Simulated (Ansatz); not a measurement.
The system is ZrC.

```
CELL_PARAMETERS angstrom
0.00000 2.36500 2.36500
2.36500 0.00000 2.36500
2.36500 2.36500 0.00000
ATOMIC_POSITIONS crystal
Zr 0.50000 0.50000 0.50000
C 0.00000 0.00000 0.00000
```

* Program: Ansatz 0.2.0
* Task: relaxation of cell and atoms
* Functional: PBE
* Dispersion: D4
* Potentials or basis: all-electron LAPW, scalar-relativistic
* Basis error allowed: 0.001 eV/atom
* k mesh: 10 × 10 × 10
* Occupations: fermi-dirac, width 0.05 eV
* Spin: no spin polarisation

At the start: volume 13.23 Å³/atom.

Question: Where does the relaxation end?

Answer: Over 5 steps the energy falls by 7.2 meV/atom and the volume is 12.86 Å³/atom (-2.8 %); space group Fm-3m (No. 225, to 0.05 Å).

The path:
```
step  energy change (eV)  largest force (eV/Å)  volume (Å³)
   1              0.0000                0.0000        26.46
   2             -0.0013                0.0000        25.05
   3             -0.0144                0.0000        25.75
   4             -0.0144                0.0000        25.72
   5             -0.0144                0.0000        25.72
```

Final structure:
```yaml
crystal:
  lattice:
    - [0.00000, 2.34281, 2.34281]
    - [2.34281, 0.00000, 2.34281]
    - [2.34281, 2.34281, 0.00000]
  atoms:
    - { symbol: Zr, position: [0.50000, 0.50000, 0.50000] }
    - { symbol: C, position: [0.00000, 0.00000, 0.00000] }
```
